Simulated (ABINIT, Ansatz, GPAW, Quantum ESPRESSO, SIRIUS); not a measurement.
## CuO: 6 runs at one level of theory

```
CELL_PARAMETERS angstrom
2.83633 0.00000 0.00000
-1.41816 2.45633 0.00000
0.00000 0.00000 2.76811
ATOMIC_POSITIONS crystal
Cu 0.01187 0.00460 0.98089
O 0.64528 0.32784 0.50761
```

The cell comes from a database or a generator and needn't be the stable form of this composition.

Atoms were shifted at random by some hundredths of an Å from the given cell, which wasn't relaxed again for these runs.

Alike in all runs: task single point; functional PBE; k mesh 11 × 11 × 10; occupations fermi-dirac, width 0.05 eV; no spin polarisation; no spin-orbit coupling. Pressure is positive in compression and, in plane waves, holds the error of the finite cutoff, which Ansatz's Pulay term estimates and takes out.

```tsv
program and potentials	plane-wave cutoff (eV)	notes	pressure (GPa)	largest force (eV/Å)	energy over the undisturbed cell (meV/atom)
GPAW, GPAW PAW data sets (gpaw-data 1.2.1)	800	8.5 valence electrons an atom on average; this data set often lies off other programs	1.65	0.321	4.29
Ansatz, all-electron LAPW, scalar-relativistic	-	-	0.40	0.280	-
Ansatz, Ansatz PAW (earlier soft set)	420	12.5 valence electrons an atom on average; Pulay term of +0.46 GPa included	0.35	0.282	2.99
Quantum ESPRESSO, SSSP 1.3 efficiency PBE	748	8.5 valence electrons an atom on average	-0.01	0.283	2.98
SIRIUS, PseudoDojo 0.4.1 PBE standard (scalar relativistic)	1254	12.5 valence electrons an atom on average	0.10	0.271	-
ABINIT, JTH PAW PBE v2.0	707	12.5 valence electrons an atom on average	0.11	0.284	3.00
```

Force on atom 2 (O), eV/Å:

```tsv
program and potentials	x	y	z
GPAW, GPAW PAW data sets (gpaw-data 1.2.1)	-0.018	0.040	-0.318
Ansatz, all-electron LAPW, scalar-relativistic	-0.054	0.026	-0.273
Ansatz, Ansatz PAW (earlier soft set)	-0.046	0.029	-0.277
Quantum ESPRESSO, SSSP 1.3 efficiency PBE	-0.046	0.029	-0.278
SIRIUS, PseudoDojo 0.4.1 PBE standard (scalar relativistic)	-0.038	0.030	-0.267
ABINIT, JTH PAW PBE v2.0	-0.048	0.028	-0.279
```

The pressure spans -0.01 (Quantum ESPRESSO, SSSP 1.3 efficiency PBE) to 1.65 GPa (GPAW, GPAW PAW data sets (gpaw-data 1.2.1)), with all-electron results at 0.40.

The functional is the same throughout but for its coding, so the spread measures potentials, basis and numerics; runs on potential files found faulty are left out.
